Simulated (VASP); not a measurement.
# MoS2 (P6_3/mmc) in VASP: a series of runs

The runs below take MoS2 through electric field gradients, with PBE.

Program: VASP 6.6.1. These are calculated values, not measurements. Logs are shortened: lines on timing, memory, paths and dates and some standing lists are left out, and cuts for length are marked.

**What was measured.**

“Multiwavelength excitation Raman Scattering Analysis of bulk and 2 dimensional MoS2: Vibrational properties of atomically thin MoS2 layers”, 2015, arxiv:1506.03228 reports, for a bulk crystal of MoS2 at 300 K: band gap 1.3 eV (indirect).

The runs below are set against these values where they give the same quantity.

## 1. Starting point

Symmetry: P6_3/mmc, No. 194, hexagonal system. The conventional cell has a = 3.169 Å, b = 3.169 Å, c = 12.324 Å, α = 90.00°, β = 90.00°, γ = 120.00°. Mo (site symmetry -6m2) is surrounded by 6 S at 2.41 Å. Around S (site symmetry 3m) lie 3 Mo at 2.41 Å.

## 2. Electric field gradients, PBE

Contents of INCAR:

```
SYSTEM = MoS2
PREC     = Accurate       ! precision mode
ENCUT    = 520            ! plane-wave cutoff, eV
EDIFF    = 1E-8           ! SCF threshold, eV
ISMEAR   = 1              ! smearing method
SIGMA    = 0.1            ! smearing width, eV
LREAL    = .False.        ! projectors in reciprocal space
LASPH    = .True.         ! aspherical terms in the spheres
NELM     = 100            ! most SCF steps
ALGO     = Fast           ! electronic algorithm
ISIF     = 2              ! what is computed and relaxed
LWAVE    = .False.        ! write WAVECAR
LCHARG   = .False.        ! write CHGCAR
GGA      = PE             ! functional
LEFG     = .True.       
NBANDS   = 35             ! bands
```

Contents of KPOINTS:

```
Automatic mesh
0
Gamma
  8 8 2
  0 0 0
```

Contents of POSCAR:

```
MoS2
1.0
    3.1690000000      0.0000000000      0.0000000000
   -1.5845000000      2.7444350000      0.0000000000
    0.0000000000      0.0000000000     12.3240000000
Mo S
2 4
Direct
    0.3333333333      0.6666666667      0.2500000000
    0.6666666667      0.3333333333      0.7500000000
    0.3333333333      0.6666666667      0.6230000000
    0.6666666667      0.3333333333      0.1230000000
    0.3333333333      0.6666666667      0.8770000000
    0.6666666667      0.3333333333      0.3770000000
```

Potentials or basis: VASP PAW PBE potentials, release 64 (Mo_sv, S).

Command:

```console
$ cat potpaw_PBE.64/Mo_sv/POTCAR potpaw_PBE.64/S/POTCAR > POTCAR
$ mpirun -np 1 vasp_std > vasp.out
```

OUTCAR:

```text
SYSTEM = MoS2
   PREC = Accurate
   ENCUT = 520
   EDIFF = 1E-8
   ISMEAR = 1
   LREAL = .False.
   LASPH = .True.
   NELM = 100
   ISIF = 2
   GGA = PE

 ion  position               nearest neighbor table
   1  0.333  0.667  0.250-   4 2.41   6 2.41   4 2.41   6 2.41   4 2.41   6 2.41
   2  0.667  0.333  0.750-   3 2.41   5 2.41   3 2.41   5 2.41   3 2.41   5 2.41
   3  0.333  0.667  0.623-   2 2.41   2 2.41   2 2.41
   4  0.667  0.333  0.123-   1 2.41   1 2.41   1 2.41
   5  0.333  0.667  0.877-   2 2.41   2 2.41   2 2.41
   6  0.667  0.333  0.377-   1 2.41   1 2.41   1 2.41

  LATTYP: Found a hexagonal cell.
 ALAT       =     3.1690000000
 C/A-ratio  =     3.8889239508

  Lattice vectors:

 A1 = (   3.1690000000,   0.0000000000,   0.0000000000)
 A2 = (  -1.5845000000,   2.7444350000,   0.0000000000)
 A3 = (   0.0000000000,   0.0000000000,  12.3240000000)

Analysis of symmetry for initial positions (statically):
=====================================================================
 Subroutine PRICEL returns:
 Original cell was already a primitive cell.

 Routine SETGRP: Setting up the symmetry group for a
 hexagonal supercell.

 Subroutine GETGRP returns: Found 24 space group operations
 (whereof 12 operations were pure point group operations)
 out of a pool of 24 trial point group operations.

The static configuration has the point symmetry D_3d.
 The point group associated with its full space group is D_6h.

Analysis of symmetry for dynamics (positions and initial velocities):
=====================================================================
 Subroutine PRICEL returns:
 Original cell was already a primitive cell.

 Routine SETGRP: Setting up the symmetry group for a
 hexagonal supercell.

 Subroutine GETGRP returns: Found 24 space group operations
 (whereof 12 operations were pure point group operations)
 out of a pool of 24 trial point group operations.

The dynamic configuration has the point symmetry D_3d.
 The point group associated with its full space group is D_6h.

 Subroutine INISYM returns: Found 24 space group operations
 (whereof 12 operations are pure point group operations),
 and found     1 'primitive' translations

----------------------------------------------------------------------------------------

                                     Primitive cell

  volume of cell :     107.1832

  direct lattice vectors                    reciprocal lattice vectors
     3.169000000  0.000000000  0.000000000     0.315556958  0.182186862  0.000000000
    -1.584500000  2.744435000  0.000000000     0.000000000  0.364373724  0.000000000
     0.000000000  0.000000000 12.324000000     0.000000000  0.000000000  0.081142486

  length of vectors
     3.169000000  3.169000429 12.324000000     0.364373773  0.364373724  0.081142486

  position of ions in fractional coordinates (direct lattice)
     0.333333333  0.666666667  0.250000000
     0.666666667  0.333333333  0.750000000
     0.333333333  0.666666667  0.623000000
     0.666666667  0.333333333  0.123000000
     0.333333333  0.666666667  0.877000000
     0.666666667  0.333333333  0.377000000

  ion indices of the primitive-cell ions
   primitive index   ion index
                 1           1
                 2           2
                 3           3
                 4           4
                 5           5
                 6           6

----------------------------------------------------------------------------------------

 KPOINTS: Automatic mesh

[... 54 lines left out ...]
   ISTART =      0    job   : 0-new  1-cont  2-samecut
   ICHARG =      2    charge: 1-file 2-atom 10-const
   ISPIN  =      1    spin polarized calculation?
   LNONCOLLINEAR =      F non collinear calculations
   LSORBIT =      F    spin-orbit coupling
   LASPH  =      T    aspherical Exc in radial PAW
   ENCUT  =  520.0 eV  38.22 Ry    6.18 a.u.   5.89  5.89 22.91*2*pi/ulx,y,z
   NELM   =    100;   NELMIN=  2; NELMDL= -5     # of ELM steps
   EDIFF  = 0.1E-07   stopping-criterion for ELM
   LREAL  =      F    real-space projection
   EDIFFG = 0.1E-06   stopping-criterion for IOM
   NSW    =      0    number of steps for IOM
   IBRION =     -1    ionic relax: 0-MD 1-quasi-New 2-CG
   NFREE  =      0    steps in history (QN), initial steepest desc. (CG)
   ISIF   =      2    stress and relaxation
   ISYM   =      2    0-nonsym 1-usesym 2-fastsym
   POTIM  = 0.5000    time-step for ionic-motion
   TEBEG  =    0.0;   TEEND  =   0.0 temperature during run
   PSTRESS=    0.0 pullay stress
   NELECT =      52.0000    total number of electrons
   NUPDOWN=      -1.0000    fix difference up-down
   EMIN   =  10.00;   EMAX   =-10.00  energy-range for DOS
   EFERMI =   0.00;   METHOD = LEGACY
   ISMEAR =     1;   SIGMA  =   0.10  broadening in eV -4-tet -1-fermi 0-gaus
   EFERMI_NEDOS =   21; number of points for ismear=-14 and -15
   IALGO  =     68    algorithm
   IMIX   =      4    mixing-type and parameters
     AMIX     =   0.40;   BMIX     =  1.00
     AMIX_MAG =   1.60;   BMIX_MAG =  1.00
  volume/ion in A,a.u.               =      17.86       120.55
  Fermi-wavevector in a.u.,A,eV,Ry     =   1.286373  2.430893 22.514323  1.654756
  Thomas-Fermi vector in A             =   2.418452
   LORBIT       =      0    0 simple, 1 ext, 2 COOP (PROOUT), +10 PAW based schemes
   GGA     = PE    functional components
   LHFCALC =     F    Hartree Fock is set to
   AEXX    =    0.0000 exact exchange contribution
   IVDW    =     0    specifies the selected vdW correction
   LEPSILON=     F    determine dielectric tensor
   LRPA    =     F    only Hartree local field effects (RPA)
 non-spin polarized calculation
 RMM-DIIS sequential band-by-band and
 Methfessel and Paxton  Order N= 1 SIGMA  =   0.10
  energy-cutoff  :      520.00
  volume of cell :      107.18
 maximum number of plane-waves:      2914
 NGX is ok and might be reduce to    24
   NGX = 11   NGY = 11   NGZ = 45

 number of electron      51.9999997 magnetization

 Free energy of the ion-electron system (eV)
  ---------------------------------------------------
  ext. energy  EPLUGINS =         0.00000000
  ---------------------------------------------------
  free energy    TOTEN  =       -43.61355694 eV

  energy without entropy =      -43.61360227  energy(sigma->0) =      -43.61357205

 E-fermi :   7.5685     XC(G=0): -10.8171

 val. band max:        7.4843553084   @ k =   0.0000   0.0000   0.0000
 cond. band min:       8.4783787078   @ k =   0.2500   0.1250   0.0000
 fundamental gap:      0.9940233994
 Fermi energy:         7.5685392711

 k-point     1 :       0.0000    0.0000    0.0000
  band No.  band energies     occupation
      1     -54.0205      2.00000
      2     -54.0205      2.00000
      3     -28.1694      2.00000
      4     -28.1693      2.00000
      5     -27.9503      2.00000
      6     -27.9503      2.00000
[... 749 lines left out ...]
     34      11.5823      0.00000
     35      13.9971      0.00000

------------------------ aborting loop because EDIFF is reached ----------------------------------------

  FORCE on cell =-STRESS in cart. coord.  units (eV):
  Direction    XX          YY          ZZ          XY          YZ          ZX
  --------------------------------------------------------------------------------------
  -------------------------------------------------------------------------------------
  Total        1.1666031      1.1666035      1.4087917      0.0000000     -0.0000000      0.0000000
  in kB       17.4384080     17.4384143     21.0586478      0.0000000     -0.0000000      0.0000000
  external PRESSURE =      18.6451567 kB  Pullay stress =       0.0000000 kB

 VOLUME and BASIS-vectors are now :
 -----------------------------------------------------------------------------
  energy-cutoff  :      520.00
  volume of cell :      107.18
      direct lattice vectors                 reciprocal lattice vectors
     3.169000000  0.000000000  0.000000000     0.315556958  0.182186862  0.000000000
    -1.584500000  2.744435000  0.000000000     0.000000000  0.364373724  0.000000000
     0.000000000  0.000000000 12.324000000     0.000000000  0.000000000  0.081142486

 POSITION                                       TOTAL-FORCE (eV/Angst)
 -----------------------------------------------------------------------------------
     -0.00000      1.82962      3.08100        -0.000000      0.000000      0.000000
      1.58450      0.91481      9.24300         0.000000     -0.000000      0.000000
     -0.00000      1.82962      7.67785        -0.000000     -0.000000      0.077598
      1.58450      0.91481      1.51585         0.000000      0.000000      0.077598
     -0.00000      1.82962     10.80815        -0.000000     -0.000000     -0.077598
      1.58450      0.91481      4.64615         0.000000      0.000000     -0.077598
 -----------------------------------------------------------------------------------
    total drift:                                0.000000     -0.000000      0.000000

  FREE ENERGIE OF THE ION-ELECTRON SYSTEM (eV)
  ---------------------------------------------------
  free  energy   TOTEN  =       -43.6135569371 eV

  energy  without entropy=      -43.6136022740  energy(sigma->0) =      -43.61357205

 Electric field gradients (V/A^2)
---------------------------------------------------------------------
 ion       V_xx      V_yy      V_zz      V_xy      V_xz      V_yz
---------------------------------------------------------------------
   1      39.371    39.364   -78.735    -0.001    -0.000     0.000
   2      39.371    39.364   -78.735    -0.001     0.000    -0.000
   3      25.867    25.868   -51.735     0.000    -0.000    -0.000
   4      25.867    25.868   -51.735     0.000     0.000     0.000
   5      25.867    25.868   -51.735     0.000     0.000     0.000
   6      25.867    25.868   -51.735     0.000    -0.000    -0.000
---------------------------------------------------------------------

 Electric field gradients after diagonalization (V/A^2)
 (convention: |V_zz| > |V_xx| > |V_yy|)
----------------------------------------------------------------------
 ion       V_xx      V_yy      V_zz     asymmetry (V_yy - V_xx)/ V_zz
----------------------------------------------------------------------
   1      39.371    39.364   -78.735       0.000
   2      39.371    39.364   -78.735       0.000
   3      25.868    25.867   -51.735       0.000
   4      25.868    25.867   -51.735       0.000
   5      25.868    25.867   -51.735       0.000
   6      25.868    25.867   -51.735       0.000
----------------------------------------------------------------------

           NMR quadrupolar parameters

 Cq : quadrupolar parameter    Cq=e*Q*V_zz/h
 eta: asymmetry parameters     (V_yy - V_xx)/ V_zz
 Q  : nuclear electric quadrupole moment in mb (millibarn)
----------------------------------------------------------------------
 ion       Cq(MHz)       eta       Q (mb)
----------------------------------------------------------------------
   1      -0.190       0.000       1.000
   2      -0.190       0.000       1.000
   3      -0.125       0.000       1.000
   4      -0.125       0.000       1.000
   5      -0.125       0.000       1.000
   6      -0.125       0.000       1.000
----------------------------------------------------------------------
```

It took 52 s on 1 thread of Intel Xeon 6975P-C (Granite Rapids), shared host; peak memory 0.25 GiB.

Results:

- Free energy: -43.6136 eV
- Pressure: 1.9 GPa
- Largest force: 0.078 eV/Å
- Band gap on the k mesh: 0.99 eV, indirect (least direct gap 1.94 eV)

Forces on the atoms (eV/Å):
```
Mo   0.000  0.000  0.000
Mo   0.000  0.000  0.000
S    0.000  0.000  0.078
S    0.000  0.000  0.078
S    0.000  0.000 -0.078
S    0.000  0.000 -0.078
```

Electric field gradients, principal values (V/Å²):
```
atom     Vxx     Vyy      Vzz
1 Mo  39.364  39.371  -78.735
2 Mo  39.364  39.371  -78.735
 3 S  25.867  25.868  -51.735
 4 S  25.867  25.868  -51.735
 5 S  25.867  25.868  -51.735
 6 S  25.867  25.868  -51.735
```

Caveat: this functional lacks dispersion, which binds the layers, so the pressure and a relaxed spacing across them are unreliable.

## 3. Electric field gradients, PBE

Edit INCAR of step 2 so:

```diff
@@ -9,3 +9,3 @@
 NELM     = 100            ! most SCF steps
-ALGO     = Fast           ! electronic algorithm
+ALGO     = Normal         ! electronic algorithm
 ISIF     = 2              ! what is computed and relaxed
```

Contents of KPOINTS:

```
regular mesh
0
Gamma
  8 8 2
  0 0 0
```

POSCAR is that of step 2.

Potentials or basis: VASP PAW PBE potentials, release 64 (Mo_sv, S).

Command:

```console
$ cat potpaw_PBE.64/Mo_sv/POTCAR potpaw_PBE.64/S/POTCAR > POTCAR
$ mpirun -np 1 vasp_std > vasp.out
```

OUTCAR:

```text
SYSTEM = MoS2
   PREC = Accurate
   ENCUT = 520
   EDIFF = 1E-8
   ISMEAR = 1
   LREAL = .False.
   LASPH = .True.
   NELM = 100
   ISIF = 2
   GGA = PE

 ion  position               nearest neighbor table
   1  0.333  0.667  0.250-   4 2.41   6 2.41   4 2.41   6 2.41   4 2.41   6 2.41
   2  0.667  0.333  0.750-   3 2.41   5 2.41   3 2.41   5 2.41   3 2.41   5 2.41
   3  0.333  0.667  0.623-   2 2.41   2 2.41   2 2.41
   4  0.667  0.333  0.123-   1 2.41   1 2.41   1 2.41
   5  0.333  0.667  0.877-   2 2.41   2 2.41   2 2.41
   6  0.667  0.333  0.377-   1 2.41   1 2.41   1 2.41

  LATTYP: Found a hexagonal cell.
 ALAT       =     3.1690000000
 C/A-ratio  =     3.8889239508
[... 997 lines left out ...]
   3      25.867    25.868   -51.735     0.000    -0.000    -0.000
   4      25.867    25.868   -51.735     0.000     0.000     0.000
   5      25.867    25.868   -51.735     0.000     0.000     0.000
   6      25.867    25.868   -51.735     0.000    -0.000    -0.000
---------------------------------------------------------------------

 Electric field gradients after diagonalization (V/A^2)
 (convention: |V_zz| > |V_xx| > |V_yy|)
----------------------------------------------------------------------
 ion       V_xx      V_yy      V_zz     asymmetry (V_yy - V_xx)/ V_zz
----------------------------------------------------------------------
   1      39.371    39.364   -78.735       0.000
   2      39.371    39.364   -78.735       0.000
   3      25.868    25.867   -51.735       0.000
   4      25.868    25.867   -51.735       0.000
   5      25.868    25.867   -51.735       0.000
   6      25.868    25.867   -51.735       0.000
----------------------------------------------------------------------

           NMR quadrupolar parameters

 Cq : quadrupolar parameter    Cq=e*Q*V_zz/h
 eta: asymmetry parameters     (V_yy - V_xx)/ V_zz
 Q  : nuclear electric quadrupole moment in mb (millibarn)
----------------------------------------------------------------------
 ion       Cq(MHz)       eta       Q (mb)
----------------------------------------------------------------------
   1      -0.190       0.000       1.000
   2      -0.190       0.000       1.000
   3      -0.125       0.000       1.000
   4      -0.125       0.000       1.000
   5      -0.125       0.000       1.000
   6      -0.125       0.000       1.000
----------------------------------------------------------------------
```

OSZICAR:

```text
N       E                     dE             d eps       ncg     rms          rms(c)
DAV:   1     0.445082031752E+03    0.44508E+03   -0.29153E+04  1544   0.141E+03
DAV:   2    -0.237734841369E+02   -0.46886E+03   -0.45316E+03  1688   0.366E+02
DAV:   3    -0.461255710326E+02   -0.22352E+02   -0.21933E+02  1685   0.733E+01
DAV:   4    -0.465616176713E+02   -0.43605E+00   -0.43513E+00  1650   0.106E+01
DAV:   5    -0.465698244552E+02   -0.82068E-02   -0.82058E-02  1637   0.144E+00    0.339E+01
DAV:   6    -0.444166593975E+02    0.21532E+01   -0.12559E+01  1508   0.226E+01    0.127E+01
DAV:   7    -0.439887827195E+02    0.42788E+00   -0.57135E+00  1497   0.148E+01    0.812E+00
DAV:   8    -0.436118300531E+02    0.37695E+00   -0.87392E-01  1501   0.629E+00    0.296E+00
DAV:   9    -0.436220326726E+02   -0.10203E-01   -0.10308E-01  1604   0.161E+00    0.130E+00
DAV:  10    -0.436136255836E+02    0.84071E-02   -0.34634E-02  1524   0.125E+00    0.419E-01
DAV:  11    -0.436137498410E+02   -0.12426E-03   -0.19645E-03  1535   0.237E-01    0.241E-01
DAV:  12    -0.436135555521E+02    0.19429E-03   -0.48763E-04  1564   0.129E-01    0.117E-01
DAV:  13    -0.436135525891E+02    0.29630E-05   -0.17603E-04  1598   0.672E-02    0.918E-03
DAV:  14    -0.436135562755E+02   -0.36864E-05   -0.11822E-05  1594   0.159E-02    0.193E-02
DAV:  15    -0.436135569312E+02   -0.65567E-06   -0.67698E-07  1429   0.367E-03    0.125E-02
DAV:  16    -0.436135569974E+02   -0.66245E-07   -0.79523E-07  1600   0.531E-03    0.451E-03
DAV:  17    -0.436135569611E+02    0.36312E-07   -0.56883E-08  1399   0.150E-03    0.181E-03
DAV:  18    -0.436135569512E+02    0.99772E-08   -0.54276E-09   920   0.347E-04
   1 F= -.43613557E+02 E0= -.43613572E+02  d E =0.453369E-04
```

It took 45 s on 1 thread of Intel Xeon 6975P-C (Granite Rapids), shared host; peak memory 0.25 GiB.

Results:

* Free energy: -43.6136 eV
* Pressure: 1.9 GPa
* Largest force: 0.078 eV/Å
* Band gap on the k mesh: 0.99 eV, indirect (least direct gap 1.94 eV)

Forces on the atoms (eV/Å):
```
Mo   0.000  0.000  0.000
Mo   0.000  0.000  0.000
S    0.000  0.000  0.078
S    0.000  0.000  0.078
S    0.000  0.000 -0.078
S    0.000  0.000 -0.078
```

Stress tensor (GPa, compression positive):
```
1.74 0.00 0.00
0.00 1.74 0.00
0.00 0.00 2.10
```

Levels at points of the mesh, in eV from the valence-band top:
| k point | band 22 | band 23 | band 24 | band 25 | band 26 | band 27 | band 28 | band 29 | band 30 | band 31 |
| --- | --- | --- | --- | --- | --- | --- | --- | --- | --- | --- |
| (0.00, 0.00, 0.00) | -2.12 | -2.12 | -1.18 | -1.14 | 0.00 | 2.11 | 2.11 | 2.14 | 2.14 | 2.27 |
| (0.50, 0.00, 0.00) | -2.48 | -1.72 | -1.52 | -1.39 | -1.27 | 1.61 | 1.66 | 2.01 | 2.27 | 2.87 |
| (0.00, 0.00, 0.50) | -2.14 | -2.14 | -2.14 | -0.26 | -0.26 | 2.11 | 2.11 | 2.11 | 2.11 | 2.37 |
| (0.50, 0.00, 0.50) | -2.62 | -1.62 | -1.62 | -1.32 | -1.32 | 1.63 | 1.63 | 2.15 | 2.15 | 3.24 |

Electric field gradients, principal values (V/Å²):
```
atom     Vxx     Vyy      Vzz
1 Mo  39.364  39.371  -78.735
2 Mo  39.364  39.371  -78.735
 3 S  25.867  25.868  -51.735
 4 S  25.867  25.868  -51.735
 5 S  25.867  25.868  -51.735
 6 S  25.867  25.868  -51.735
```

Caveat: this functional lacks dispersion, which binds the layers, so the pressure and a relaxed spacing across them are unreliable.

## 4. Comparison with measurements

Step 2. Measured gap of MoS2: 1.3 eV (indirect; 300 K; “Multiwavelength excitation Raman Scattering Analysis of bulk and 2 dimensional MoS2: Vibrational properties of atomically thin MoS2 layers”, 2015, arxiv:1506.03228). This calculation gives 0.99 eV (-0.31 eV). Spin-orbit coupling on Mo is left out. The value is that of PBE on a finite k mesh, which can miss the band edges, without temperature or zero-point motion. Semilocal functionals fall short of measured gaps as a rule.

Step 3. Against the measured gap of MoS2, 1.3 eV (indirect; 300 K; “Multiwavelength excitation Raman Scattering Analysis of bulk and 2 dimensional MoS2: Vibrational properties of atomically thin MoS2 layers”, 2015, arxiv:1506.03228), the calculated 0.99 eV is off by -0.31 eV. Spin-orbit coupling on Mo is left out. The value is that of PBE on a finite k mesh, which can miss the band edges, without temperature or zero-point motion. Semilocal functionals fall short of measured gaps as a rule.
